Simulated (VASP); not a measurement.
Runs of VASP 6.6.1 on MgSe. Symmetry: Fm-3m, No. 225, cubic system. Conventional cell: a = 5.575 Å, b = 5.575 Å, c = 5.575 Å, α = 90.00°, β = 90.00°, γ = 90.00°. Around Mg (site symmetry m-3m) lie 6 Se at 2.79 Å. Se (site symmetry m-3m) has 6 Mg at 2.79 Å as nearest neighbours. 

| cell | gap on the mesh (eV) | pressure (GPa) |
| --- | --- | --- |
| Fm-3m, 21.66 Å³/atom | (b) | -2.1 |
| Fm-3m, 19.23 Å³/atom | 2.29 | 6.0 |
| Fm-3m, 19.84 Å³/atom | (a) | (c) |
| Fm-3m, 21.06 Å³/atom | 2.13 | -0.5 |

Alike in all rows: task single point; level PBE; potentials or basis VASP PAW PBE potentials, release 64 (Mg, Se); no spin polarisation; k mesh 5 × 5 × 5; cutoff (eV) 520; smearing gaussian 0.01 eV.

Q: Estimate the missing entries.

A: (a) 2.24; (b) 2.08; (c) 3.5.

Caveats: an odd mesh through Γ misses points on the zone boundary, where band edges often lie.

A k mesh can miss the band edges, and the runs leave out spin-orbit coupling on Se.
